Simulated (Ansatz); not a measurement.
# Cu2O: under pressure

Aim: relax Cu2O at pressures from -1 to 90 GPa within the symmetry of the start, and follow volume, cell shape and gap.

The COD entry's cell or inner coordinates are ideal or old and differ from later refinements, so a difference from it is no clean test against experiment.

Computed with Ansatz 0.2.0 (DFT PBEsol, scalar-relativistic, plane waves, PAW, unless a step's input says otherwise).

2 further runs of the same task are left out: 2 set aside as unsound or not needed.

### 1 The system as given

It takes space group Pn-3m (No. 224, cubic). Conventional cell: a = 4.222 Å, b = 4.222 Å, c = 4.222 Å, α = 90.00°, β = 90.00°, γ = 90.00°. Cu (site symmetry -3m) has 2 O at 1.83 Å as nearest neighbours. O (site symmetry -43m) has 4 Cu at 1.83 Å as nearest neighbours.

As a file:

```cif
data_structure
_symmetry_space_group_name_H-M 'Pn-3m:1'
_symmetry_Int_Tables_number 224
_cell_length_a 4.2224
_cell_length_b 4.2224
_cell_length_c 4.2224
_cell_angle_alpha 90.000
_cell_angle_beta 90.000
_cell_angle_gamma 90.000
_cell_volume 75.28
loop_
_atom_site_label
_atom_site_type_symbol
_atom_site_symmetry_multiplicity
_atom_site_Wyckoff_symbol
_atom_site_fract_x
_atom_site_fract_y
_atom_site_fract_z
_atom_site_occupancy
Cu1 Cu 4 b 0.25000 0.25000 0.25000 1
O1 O 2 a 0.00000 0.00000 0.00000 1
```

It is the result of an earlier relaxation at this level (volume 12.55 Å³/atom; gap on the mesh: 0.56 eV).

### 2 Target pressure -1 GPa

File input.yaml:

```yaml
crystal:
  lattice:
    - [4.2361492373, 0.0, 0.0]
    - [0.0, 4.2361492373, 0.0]
    - [0.0, 0.0, 4.2361492373]
  atoms:
    - { symbol: Cu, position: [0.25, 0.25, 0.25] }
    - { symbol: Cu, position: [0.25, 0.75, 0.75] }
    - { symbol: Cu, position: [0.75, 0.75, 0.25] }
    - { symbol: Cu, position: [0.75, 0.25, 0.75] }
    - { symbol: O, position: [0.0, 0.0, 0.0] }
    - { symbol: O, position: [0.5, 0.5, 0.5] }
basis:
  ecutwfc: 420
kpoints:
  mp_grid: { grid: [8, 8, 8] }
hamiltonian:
  xc: pbesol
scf:
  occupations: { method: gaussian, width: 0.02 }
output:
  forces: true
  stress: true
  eigenvalues: true
relax:
  adjacent_minimum: "off"
  f_tol: 0.008
  max_steps: 50
  cell: { stress_tol: 0.08, p_target: -1.0 }
```

Launch:

```
ansatz run input.yaml --threads 1 --pin off --max-ram 2560MiB --backend cpu --events-out ev --progress --plain --runs-dir out
```

The session goes on with these runs: band edges over the zone at -1 GPa; target pressure 1 GPa; the gap over the whole zone at 1 GPa; relaxing at 4 GPa; the gap over the whole zone at 4 GPa; relaxing at 12 GPa; seeking the band edges at 12 GPa; target pressure 25 GPa; the gap over the whole zone at 25 GPa; 50 GPa; the gap over the whole zone at 50 GPa; target pressure 90 GPa.

**Question.** What will these runs give? Wanted: bulk modulus B0; B0'.

As calculated:

| quantity | value |
| --- | --- |
| volume at 90 GPa | 9.09 Å³/atom, V/V0 = 0.725 |
| bulk modulus B0 (third-order Birch-Murnaghan) | 132 GPa |
| B0' | 4.6 |
| gap at 0 and 90 GPa | 0.56 eV; none (metal) |

**Reading.** At 90 GPa the crystal has lost 27.5 % of its volume. The points follow one equation of state, B0 = 132 GPa. The gap closes between 50 and 90 GPa; that is the Kohn-Sham gap on the mesh, and since semilocal gaps are small it probably closes too early. The symmetry of the start is kept, so a transition to another structure would not show. The final runs have no spin polarisation, so no magnetic state was tried and one may lie lower.
